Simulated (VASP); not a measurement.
## Input and output of a VASP r²SCAN single-point calculation on AlN (strained wurtzite)

INCAR

```
PREC = Accurate
NSW = 0
ALGO = Normal
ISMEAR = 0
IBRION = -1
LREAL = .FALSE.
LWAVE = .FALSE.
NBANDS = 16
EDIFF = 1E-7
SIGMA = 0.01
LASPH = .TRUE.
ISIF = 2
LELF = .TRUE.
LCHARG = .TRUE.
METAGGA = R2SCAN
ENCUT = 520
NELM = 120
```

KPOINTS

```
KPOINTS created by Atomic Simulation Environment
0
Gamma
12 12 6
0 0 0
```

KPOINTS_OPT

```
special points
6
Reciprocal
0.0000000000 0.0000000000 0.0000000000 1
0.5000000000 0.0000000000 0.0000000000 1
0.3333333333 0.3333333333 0.0000000000 1
0.0000000000 0.0000000000 0.5000000000 1
0.5000000000 0.0000000000 0.5000000000 1
0.3333333333 0.3333333333 0.5000000000 1
```

POSCAR

```
Al N
 1.0000000000000000
     3.1066937601931870    0.0000000000000000    0.0000000000000000
    -1.5533468800965935    2.6904757181059007    0.0000000000000000
     0.0000000000000000    0.0000000000000000    4.8292338054000004
 Al  N
   2   2
Cartesian
  0.0000000000000000  1.7936504787372667 -0.0317922674036293
  1.5533468800965933  0.8968252393686333  2.3828246352963705
  0.0000000000000000  1.7936504787372667  1.8427549444286293
  1.5533468800965933  0.8968252393686333  4.2573718471286286
```

VASP ran with the recommended PBE PAW datasets (16 valence electrons in the cell).

Command

```
mpirun -np 1 vasp_std
```

From OUTCAR

```
k-points           NKPTS =     76   k-points in BZ     NKDIM =     76   number of bands    NBANDS=     16

   NELECT =      16.0000    total number of electrons

   dimension x,y,z NGX =    24 NGY =   24 NGZ =   36
   dimension x,y,z NGXF=    48 NGYF=   48 NGZF=   72

  energy-cutoff  :      520.00
  volume of cell :       40.37
      direct lattice vectors                 reciprocal lattice vectors
     3.106693760  0.000000000  0.000000000     0.321885605  0.185840741  0.000000000
    -1.553346880  2.690475718  0.000000000     0.000000000  0.371681481  0.000000000
     0.000000000  0.000000000  4.829233805     0.000000000  0.000000000  0.207072186

 k-points in reciprocal lattice and weights: KPOINTS created by Atomic Simulation Env
   0.00000000  0.00000000  0.00000000       0.001
   0.08333333  0.00000000  0.00000000       0.007
   0.16666667  0.00000000  0.00000000       0.007
   0.25000000  0.00000000  0.00000000       0.007
   0.33333333  0.00000000  0.00000000       0.007
   0.41666667  0.00000000  0.00000000       0.007
   0.50000000  0.00000000  0.00000000       0.003
   0.08333333  0.08333333  0.00000000       0.007
   ...

 E-fermi :   6.5252

 k-point     1 :       0.0000    0.0000    0.0000
  band No.  band energies     occupation
      1      -9.9568      2.00000
      2      -7.6018      2.00000
      3       0.1172      2.00000
      4       5.1477      2.00000
      5       5.1477      2.00000
      6       5.9102      2.00000
      7       5.9102      2.00000
      8       6.4270      2.00000
      9      11.4356      0.00000
     10      13.7658      0.00000
     11      18.1821      0.00000
     12      18.1821      0.00000
     13      18.3250      0.00000
     14      20.4455      0.00000
     15      20.4455      0.00000
     16      21.2641      0.00000

 k-point     2 :       0.0833    0.0000    0.0000
  band No.  band energies     occupation
      1      -9.8665      2.00000
      2      -7.5551      2.00000
      3       0.2243      2.00000
      4       4.7462      2.00000
      5       5.0261      2.00000
      6       5.5227      2.00000
      7       5.9051      2.00000
      8       6.3783      2.00000
      9      11.8468      0.00000
     10      14.1332      0.00000
     11      17.5601      0.00000
     12      17.8689      0.00000
     13      18.4574      0.00000
     14      20.2466      0.00000
     15      20.5349      0.00000
     16      20.6969      0.00000

 k-point     3 :       0.1667    0.0000    0.0000
  band No.  band energies     occupation
      1      -9.6039      2.00000
      2      -7.4292      2.00000
      3       0.5399      2.00000
      4       3.7560      2.00000
      5       4.6688      2.00000
      6       4.7412      2.00000
      7       5.8557      2.00000
      8       6.2120      2.00000
      9      12.7167      0.00000
     10      14.8219      0.00000
     11      16.4478      0.00000
     12      17.0222      0.00000
     13      19.2399      0.00000
     14      19.6007      0.00000
     15      19.9647      0.00000
     16      19.9845      0.00000

 k-point     4 :       0.2500    0.0000    0.0000
  band No.  band energies     occupation
      1      -9.1955      2.00000
      2      -7.2687      2.00000
      3       1.0446      2.00000
      4       2.5869      2.00000
      5       3.7112      2.00000
      6       4.4153      2.00000
      7       5.7502      2.00000
      8       5.8978      2.00000
      9      13.3835      0.00000
     10      14.7092      0.00000
     11      15.3963      0.00000
     12      17.3065      0.00000
     13      18.8360      0.00000
     14      19.1510      0.00000
     15      19.8496      0.00000
     16      20.4445      0.00000

 k-point     5 :       0.3333    0.0000    0.0000
  band No.  band energies     occupation
      1      -8.6957      2.00000
      2      -7.1484      2.00000
      3       1.5452      2.00000
      4       1.7013      2.00000
      5       2.8514      2.00000
      6       4.1328      2.00000
      7       5.4157      2.00000
      8       5.6267      2.00000
      9      13.2647      0.00000
     10      13.8878      0.00000
     11      15.3115      0.00000
     12      17.6910      0.00000
     13      18.5430      0.00000
     14      19.0885      0.00000
     15      19.9021      0.00000
     16      21.7749      0.00000

 k-point     6 :       0.4167    0.0000    0.0000
  band No.  band energies     occupation
      1      -8.2089      2.00000
      2      -7.1435      2.00000
      3       0.8478      2.00000
      4       2.2407      2.00000
      5       2.3960      2.00000
      6       3.9453      2.00000
      7       4.8255      2.00000
      8       5.5315      2.00000
      9      12.9009      0.00000
     10      13.2318      0.00000
     11      15.4830      0.00000
     12      17.7094      0.00000
     13      18.1676      0.00000
     14      19.9004      0.00000
     15      20.0779      0.00000
     16      22.8316      0.00000

 k-point     7 :       0.5000    0.0000    0.0000
  band No.  band energies     occupation
      1      -7.9646      2.00000
      2      -7.1991      2.00000
      3       0.6016      2.00000
      4       2.0207      2.00000
      5       2.7839      2.00000
      6       3.8799      2.00000
      7       4.4687      2.00000
      8       5.4963      2.00000
      9      12.7551      0.00000
     10      13.0024      0.00000
     11      15.5180      0.00000
     12      17.7526      0.00000
     13      18.0414      0.00000
     14      20.1520      0.00000
     15      20.2708      0.00000
     16      23.2202      0.00000

 k-point     8 :       0.0833    0.0833    0.0000
  band No.  band energies     occupation
      1      -9.6900      2.00000
      2      -7.4687      2.00000
      3       0.4357      2.00000
      4       4.1770      2.00000
      5       4.4882      2.00000
      6       5.1950      2.00000
      7       5.8027      2.00000
      8       6.2703      2.00000
      9      12.4872      0.00000
     10      14.7264      0.00000
     11      16.7765      0.00000
     12      17.0740      0.00000
     13      19.0254      0.00000
     14      19.6900      0.00000
     15      19.8975      0.00000
     16      20.6549      0.00000

 k-point     9 :       0.1667    0.0833    0.0000
  band No.  band energies     occupation
      1      -9.3538      2.00000
      2      -7.3246      2.00000
      3       0.8465      2.00000
      4       3.1793      2.00000
      5       3.7343      2.00000
      6       4.7392      2.00000
      7       5.6487      2.00000
      8       6.0322      2.00000
      9      13.3253      0.00000
     10      15.2426      0.00000
     11      15.7102      0.00000
     12      16.5074      0.00000
     13      18.9613      0.00000
     14      19.2000      0.00000
     15      19.9914      0.00000
     16      20.4151      0.00000

 k-point    10 :       0.2500    0.0833    0.0000
  band No.  band energies     occupation
      1      -8.8967      2.00000
      2      -7.1820      2.00000
      3       1.4274      2.00000
      4       2.0822      2.00000
      5       3.0482      2.00000
      6       4.2325      2.00000
      7       5.4870      2.00000
      8       5.6391      2.00000
      9      13.6983      0.00000
     10      14.4117      0.00000
     11      15.2502      0.00000
     12      17.2364      0.00000
     13      18.4436      0.00000
     14      18.9192      0.00000
     15      20.0583      0.00000
     16      21.3629      0.00000

 k-point    11 :       0.3333    0.0833    0.0000
  band No.  band energies     occupation
      1      -8.3925      2.00000
      2      -7.1213      2.00000
      3       1.2062      2.00000
      4       2.1182      2.00000
      5       2.4665      2.00000
      6       3.8483      2.00000
      7       5.0922      2.00000
      8       5.3484      2.00000
      9      13.4201      0.00000
     10      13.4873      0.00000
     11      15.5269      0.00000
     12      17.5571      0.00000
     13      18.2001      0.00000
     14      19.5090      0.00000
     15      20.0195      0.00000
     16      22.3639      0.00000

 k-point    12 :       0.4167    0.0833    0.0000
  band No.  band energies     occupation
      1      -7.9895      2.00000
      2      -7.1763      2.00000
      3       0.7267      2.00000
      4       2.1217      2.00000
      5       2.7348      2.00000
      6       3.6488      2.00000
      7       4.5506      2.00000
      8       5.2646      2.00000
      9      12.9870      0.00000
     10      13.1854      0.00000
     11      15.6692      0.00000
     12      17.6548      0.00000
     13      18.0767      0.00000
     14      20.0858      0.00000
     15      20.2013      0.00000
     16      22.8924      0.00000

 ...

  Total        0.8340899      0.8340899      2.7796081      0.0000000      0.0000000      0.0000000
  in kB       33.1068388     33.1068388    110.3286730      0.0000000      0.0000000      0.0000000
  external PRESSURE =      58.8474502 kB  Pullay stress =       0.0000000 kB

 POSITION                                       TOTAL-FORCE (eV/Angst)
 -----------------------------------------------------------------------------------
      0.00000      1.79365      4.79744         0.000000      0.000000      0.000242
      1.55335      0.89683      2.38282         0.000000     -0.000000      0.000242
      0.00000      1.79365      1.84275        -0.000000      0.000000     -0.000242
      1.55335      0.89683      4.25737        -0.000000      0.000000     -0.000242
 -----------------------------------------------------------------------------------
    total drift:                                0.000000      0.000000      0.008852

  FREE ENERGIE OF THE ION-ELECTRON SYSTEM (eV)
  ---------------------------------------------------
  free  energy   TOTEN  =       -38.4135517539 eV

  energy  without entropy=      -38.4135517539  energy(sigma->0) =      -38.41355175
```

```json
{
  "gap between bands v and c": "5.01 eV",
  "least direct gap": "5.01 eV",
  "pressure": "5.9 GPa"
}
```

Band v is the last that the valence electrons fill when counted band by band, and c is the next.

The run took about 98 s on one core of a shared host (Intel Xeon Platinum 8488C) and held 0.21 GiB at most.
